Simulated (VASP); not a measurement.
Runs of VASP 6.6.1 on KBr. It takes space group Fm-3m (No. 225, cubic). The conventional cell has a = 6.600 Å, b = 6.600 Å, c = 6.600 Å, α = 90.00°, β = 90.00°, γ = 90.00°. Br (site symmetry m-3m) is surrounded by 6 K at 3.30 Å. Around K (site symmetry m-3m) lie 6 Br at 3.30 Å. 

```tsv
level	potentials or basis	gap on the mesh (eV)	pressure (GPa)	relaxed volume (Å³/atom)
revPBE	VASP PAW PBE potentials, release 64 (Br, K_sv)	(a)	0.0	40.97
BLYP	VASP PAW PBE potentials, release 64 (Br, K_sv)	4.18	0.0	39.74
optB88-vdW	VASP PAW PBE potentials, release 64 (Br, K_sv)	4.36	0.0	35.43
PBE	VASP PAW PBE potentials, release 64 (Br, K_sv)	4.31	0.0	37.75
LDA	VASP PAW LDA potentials, release 64 (Br, K_sv)	4.32	0.0	32.49
rev-vdW-DF2	VASP PAW PBE potentials, release 64 (Br, K_sv)	4.28	0.0	35.64
SCAN	VASP PAW PBE potentials, release 64 (Br, K_sv)	5.06	0.0	(b)
r2SCAN	VASP PAW PBE potentials, release 64 (Br, K_sv)	5.07	0.0	36.08
```

Alike in all rows: task relaxation of cell and atoms; no spin polarisation; cell relaxed; k mesh 7 × 7 × 7; cutoff (eV) 600; smearing fermi-dirac 0.05 eV.

Problem. Fill in the values left out.

Solution. (a) 4.40; (b) 35.56.

Caveats: the PAW data sets were made with another functional, which shifts forces and pressure a little (some runs); an odd mesh through Γ misses points on the zone boundary, where band edges often lie (some runs).

A k mesh can miss the band edges, and the runs leave out spin-orbit coupling on Br.
